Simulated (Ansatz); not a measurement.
Te2Mo, 12 atoms in the cell. Symmetry: Pm, No. 6, monoclinic system. The conventional cell has a = 6.346 Å, b = 3.494 Å, c = 14.866 Å, α = 90.00°, β = 92.12°, γ = 90.00°. Around Te (site symmetry m) lie 3 Mo at 2.82 to 2.84 Å. Te (site symmetry m) is surrounded by 3 Mo at 2.82 to 2.84 Å. Around Te (site symmetry m) lie 3 Mo at 2.70 to 2.71 Å. Te (site symmetry m) has 3 Mo at 2.70 to 2.71 Å as nearest neighbours. Around Te (site symmetry m) lie 3 Mo at 2.70 to 2.71 Å. Around Te (site symmetry m) lie 3 Mo at 2.70 to 2.71 Å. Te (site symmetry m) has 3 Mo at 2.82 to 2.84 Å as nearest neighbours. Te (site symmetry m) is surrounded by 3 Mo at 2.82 to 2.84 Å. The cell is a database's computed one.

```yaml
Program: Ansatz 0.2.0
Task: band structure
Functional: PBE
Potentials_or_basis: Ansatz PAW
Cutoff: "420 eV (not typed: the program's choice for these potentials)"
k_mesh: 4 × 8 × 2
Occupations: fermi-dirac, width 0.05 eV
Spin: no spin polarisation
Path: "[[\"G\", \"Y\", \"H\", \"C\", \"E\", \"M1\", \"A\", \"X\", \"H1\"], [\"M\", \"D\", \"Z\"], [\"Y\", \"D\"]]"
Points_for_each_segment_of_the_path: 10
```

Potentials or basis: Ansatz PAW.

Run with:

```bash
$ ansatz run input.yaml --threads 4 --pin off --max-ram 11264MiB --backend cpu --events-out ev --progress --plain --runs-dir out
```

Hardware: 4 threads of Arm Neoverse V2, with other jobs on the host.

Task: How long does it take, and how much memory?

Result: Run time: 4.2 min on 4 threads of Arm Neoverse V2, with other jobs on the host, peak memory 2.6 GiB. Counts: scf iterations 8, plane waves 6429, k points 30, bands 122.
